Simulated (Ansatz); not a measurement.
**Trial structures of B₂P₃: starts and ends**

Theory: DFT PBE, scalar-relativistic, plane waves, PAW (Ansatz). Settings: cutoff 420 eV, Γ-centred meshes spaced at most about 0.3 Å⁻¹, and about 0.25 Å⁻¹ or finer for metals (2π included), Gaussian smearing. No spin polarisation in the final relaxations.

Each guess was relaxed in cell and atoms at zero pressure, within the symmetry of its start. These are static total energies at zero pressure. Coordination counts P atoms around B (those within 1.25 times the shortest such distance or 1.15 times the sum of covalent radii, 1.27 where that leaves under three; a plus sign parts nearer from farther groups; the shortest distance is added where it exceeds 1.18 times the sum of covalent radii; a slash parts the counts of unlike sites).

| guess | made from | start group | V start (Å³/atom) | end group | V end (Å³/atom) | coordination at the end | gap on mesh (eV) | E over the lowest end (meV/atom) |
| --- | --- | --- | --- | --- | --- | --- | --- | --- |
| 1 | random cell | P6/mmm | 18.1 | P6/mmm | 13.8 | B 6 from 2.5 Å/12 from 3.0 Å | 0 | 709 |
| 2 | random cell | Cmmm | 17.5 | Cmmm | 11.3 | B 2 | 0 | 411 |
| 3 | La2O3 type | P321 | 13.9 | P-62m | 13.0 | B 3 | 0 | 37 |
| 4 | Ni3Se2 type | R32 | 13.3 | R32 | 15.2 | B 3 | 0 | 0 |
| 5 | random cell | Cmmm | 14.8 | Cmmm | 17.5 | B 1+2 | 0 | 373 |
| 6 | random cell | Pm-3m | 18.0 | Pm-3m | 12.9 | B 6/12 from 2.8 Å | 0 | 1211 |
| 7 | La2O3 type | P-3m1 | 13.9 | ? | ? | ? | ? | ? |

Guess 7 as it starts:

```xyz
5
Lattice="3.7195 0.0000 0.0000 -1.8598 3.2212 0.0000 0.0000 0.0000 5.7835" Properties=species:S:1:pos:R:3 pbc="T T T"
B     1.8598    1.0737    4.3594
B     0.0000    2.1475    1.4241
P     1.8598    1.0737    2.0480
P     0.0000    2.1475    3.7355
P     0.0000    0.0000    0.0000
```

Problem. Predict the end of this guess and its energy over the lowest end.

Solution. It ends in space group P-3m1 (No. 164), with a = 3.114 Å, c = 7.518 Å, 12.6 Å³/atom and no gap. It lies 189 meV/atom over the lowest end, above guess 3 and below guess 5. Counting P atoms around B, this end has B 3+3 and the lowest (guess 4) has B 3. The lowest (guess 4) holds B–B pairs (shortest 1.82 Å) and P–P chains (shortest 2.38 Å); in this end the shortest B–B distance is 3.11 Å and the shortest P–P distance is 2.96 Å.

```cif
data_structure
_symmetry_space_group_name_H-M 'P 1'
_symmetry_Int_Tables_number 1
_cell_length_a 3.1144
_cell_length_b 3.1144
_cell_length_c 7.5177
_cell_angle_alpha 90.000
_cell_angle_beta 90.000
_cell_angle_gamma 120.000
_cell_volume 63.15
loop_
_atom_site_label
_atom_site_type_symbol
_atom_site_fract_x
_atom_site_fract_y
_atom_site_fract_z
_atom_site_occupancy
B1 B 0.66667 0.33333 0.79551 1
B2 B 0.33333 0.66667 0.20449 1
P1 P 0.66667 0.33333 0.31292 1
P2 P 0.33333 0.66667 0.68708 1
P3 P 0.00000 0.00000 0.00000 1
```

The zero of energy is the elements' standard structures at the same level; no fitted shifts are applied. The references include black phosphorus.

Problem. Is the lowest end bound against the elements?

Solution. No: its formation energy is +0.23 eV/atom. The separate elements lie lower, so it is unstable against them.

No dispersion correction is applied, so the spacing and binding between layers, chains or molecules are poorly described (P-3m1), and this can change margins and order among such cells. In R32, P-62m, P-3m1, Cmmm at 17.5 Å³/atom, Cmmm at 11.3 Å³/atom and others an odd number of electrons in the primitive cell allows no gap without spin; a larger cell or a magnetic state could open one. A magnetic state wasn't ruled out in cells without spin, among them R32, P-62m, P-3m1, Cmmm at 17.5 Å³/atom, Cmmm at 11.3 Å³/atom and others. The reference form of P is held partly by dispersion forces, which this level lacks. Cells relaxed within their symmetry can be saddle points. A lower structure may well exist outside this small set. Some types were kept out of the candidates beforehand, so the set may lack a known form.

The lowest ends, guesses 4 and 3, both give boron three near phosphorus neighbours, while the crowded cells of guesses 1 and 6 lie highest. Boron is small and has few valence orbitals, so it gains more from a few short, directional bonds than from many stretched ones. The count alone doesn't set the order, though: guess 5, with B 1+2, lies far above guess 4.

Guess 7 shows what else matters. The La2O3 pattern suits an anion that needs two electrons, whereas isolated phosphorus needs three, more than boron can supply at this composition. Without P–P bonds the phosphorus valence band is left short of electrons. The chains in guess 4 probably ease that shortage, although their 2.38 Å contacts are long for single bonds.

The positive formation energy speaks against these particular cells, not against B–P bonding, since zinc-blende BP is a robust compound with matched electron count and tetrahedral bonding. Separation into BP and phosphorus is the more telling test for this composition, and it isn't made here.
